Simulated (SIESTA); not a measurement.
PbO under changes of volume

One of the cells (19.458 Å³/atom); the others are scaled copies at fixed shape and fractional positions:

```
Pb O
1.0
     5.91492    0.00000    0.00000
     0.00000    5.51227    0.00000
     0.00000    0.00000    4.77441
Pb O
4 4
Direct
  0.76900 0.51400 0.25000
  0.23100 0.48600 0.75000
  0.76900 0.98600 0.75000
  0.23100 0.01400 0.25000
  0.13200 0.58200 0.25000
  0.86800 0.41800 0.75000
  0.13200 0.91800 0.75000
  0.86800 0.08200 0.25000
```

```yaml
Program: SIESTA 5.4.2
Functional: PBE
Potentials_or_basis: PseudoDojo 0.4 standard (PBE files)
Basis: DZP (energy shift 0.003 Ry; two zetas on semicore shells)
Grid_cutoff: 800 Ry
Energy_shift: 0.003 Ry
k_mesh: 5 × 5 × 6
Occupations: fermi-dirac, width 0.05 eV
Spin: no spin polarisation
```

```tsv
volume (Å³/atom)	energy over the lowest point (meV/atom)	pressure (GPa)	gap on the mesh (eV)	largest force (eV/Å)
17.932	72.24	11.8	1.94	2.043
18.314	47.28	9.2	1.94	1.704
18.695	28.19	6.9	1.93	1.419
19.458	?	?	?	?
19.840	0.77	1.1	1.86	1.033
20.222	0.00	-0.4	1.83	0.950
```

Problem. What does the run at 19.458 Å³/atom give?

Solution. Energy over the lowest point 5.38 meV/atom; pressure 2.8 GPa; gap on the mesh 1.88 eV; largest force 1.145 eV/Å.

Worked out: A Birch-Murnaghan fit of order 3 (a polynomial in V^(-2/3)) to the other rows has its minimum at 20.11 Å³/atom with B0 = V·E''(V) = 80 GPa and B' = 4.3 at fixed shape and positions, which overstates the stiffness. It gives 5.44 meV/atom at 19.458 Å³/atom, against the run's 5.38, and -dE/dV = 2.8 GPa, against 2.8. A parabola through the other rows of the gap, of slope -1.3 eV per unit of ln V there, gives 1.89 eV, against the run's 1.88.

Energies are extrapolated to zero smearing.

Caveats: spin-orbit coupling is left out, which as a rule narrows the gap of such compounds by several tenths of an eV; an odd mesh through Γ misses points on the zone boundary, where band edges often lie; the cell's inner coordinates are idealised or old, which leaves forces on the atoms; the basis of atomic orbitals isn't converged, which shifts pressures, moduli and gaps.
